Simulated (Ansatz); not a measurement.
# YN (rocksalt): the equilibrium volume

Aim: the volume at which the pressure of YN (rocksalt) vanishes.

Computed with Ansatz 0.2.0 (DFT PBEsol, scalar-relativistic, plane waves, PAW, unless a step's input says otherwise).

### 1 The starting structure

Symmetry: Fm-3m, No. 225, cubic system. Conventional cell: a = 4.893 Å, b = 4.893 Å, c = 4.893 Å, α = 90.00°, β = 90.00°, γ = 90.00°. Y (site symmetry m-3m) has 6 N at 2.45 Å as nearest neighbours. N (site symmetry m-3m) has 6 Y at 2.45 Å as nearest neighbours.

Structure file:

```
Y N
1.0
     0.00000    2.44660    2.44660
     2.44660    0.00000    2.44660
     2.44660    2.44660    0.00000
Y N
1 1
Direct
  0.50000 0.50000 0.50000
  0.00000 0.00000 0.00000
```

### 2 At the starting volume

Contents of input.yaml:

```yaml
crystal:
  lattice:
    - [0.0, 2.4466001003, 2.4466001003]
    - [2.4466001003, 0.0, 2.4466001003]
    - [2.4466001003, 2.4466001003, 0.0]
  atoms:
    - { symbol: "Y", position: [0.5, 0.5, 0.5] }
    - { symbol: "N", position: [0.0, 0.0, 0.0] }
basis:
  ecutwfc: 420
  ecutrho_ratio: 4
kpoints:
  mp_grid: { grid: [12, 12, 12] }
hamiltonian:
  xc: pbesol
scf:
  occupations: { method: gaussian, width: 0.05 }
output:
  forces: true
  stress: true
  eigenvalues: true
```

Started as:

```bash
$ ansatz run input.yaml --threads 8 --pin off --max-ram 15360MiB --backend cpu --events-out ev --progress --plain --runs-dir out
```

The runs that follow: A step to a new volume; Next volume: 14.316 Å³/atom.

Q: Predict the outcome of this session. Wanted: volume; pressure; conventional cell; gap on the mesh.

As calculated:

```
         quantity                                                                      value
           volume                                                             14.316 Å³/atom
         pressure                                                                   0.00 GPa
conventional cell  a = 4.856 Å, b = 4.856 Å, c = 4.856 Å, α = 90.00°, β = 90.00°, γ = 90.00°
  gap on the mesh                                                                    0.08 eV
```

**Reading.** Over the 3 runs shown the cell moved from 14.64 to 14.32 Å³/atom, a change of -2.2 %, where the pressure is zero within 0.01 GPa.
